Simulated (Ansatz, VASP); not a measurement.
# AgBr in VASP and in Ansatz

File INCAR:

```
  ALGO = Normal
  EDIFF = 1E-7
  ENCUT = 520
  GGA = CA
  ISIF = 2
  ISMEAR = 0
  LASPH = T
  LCHARG = F
  LREAL = F
  LWAVE = F
  NBANDS = 16
  NELM = 60
  PREC = Accurate
  SIGMA = 0.01
```

The input KPOINTS:

```
k-points
0
Gamma
  8 8 8
```

POSCAR

```
AgBr
1.0
    0.0000000000      2.8927622870      2.8927622870
    2.8927622870      0.0000000000      2.8927622870
    2.8927622870      2.8927622870      0.0000000000
Ag Br
1 1
Direct
    0.0000000000      0.0000000000      0.0000000000
    0.5000000000      0.5000000000      0.5000000000
```

Input for Ansatz:

```yaml
crystal:
  lattice:
    - [0.0, 2.892762287, 2.892762287]
    - [2.892762287, 0.0, 2.892762287]
    - [2.892762287, 2.892762287, 0.0]
  atoms:
    - { symbol: Ag, position: [0.0, 0.0, 0.0] }
    - { symbol: Br, position: [0.5, 0.5, 0.5] }
kpoints:
  mp_grid: { grid: [8, 8, 8] }
  band_path:
    path:
      - [0.0, 0.0, 0.0]
      - [0.5, 0.0, 0.5]
      - [0.625, 0.25, 0.625]
      - [0.375, 0.375, 0.75]
      - [0.5, 0.5, 0.5]
      - [0.5, 0.25, 0.75]
    npoints: 1
hamiltonian:
  xc: lda
scf:
  occupations: { method: fixed }
  n_extra_bands: 4
output:
  forces: true
  stress: true
  eigenvalues: true
  write_density: true
  write_potential: true
  elf: true
  volumetric_format: npy
```

Alike in both runs: task single point; functional LDA; k mesh 8 × 8 × 8; no spin polarisation.

|  | VASP | Ansatz |
| --- | --- | --- |
| version | VASP 6.6.1 | Ansatz 0.2.0 |
| potentials or method | VASP PAW LDA potentials, release 64 (Ag, Br) | plane waves, PAW |
| plane-wave cutoff (eV) | 520 | 420 |
| occupations | gaussian, width 0.01 eV | fixed |
| valence electrons in the cell | 18 | 26 |

VASP gave:

* gap on the k mesh at the Fermi level (eV): 0.41
* pressure (GPa): -5.0

Problem. Which values does Ansatz return?

Solution. gap on the k mesh at the Fermi level (eV): 0.38; pressure (GPa): -5.1.

The two sets of potentials don't hold the same shells in valence.

A k mesh can miss the band edges. As with any semilocal functional, this LDA gap is likely too small.
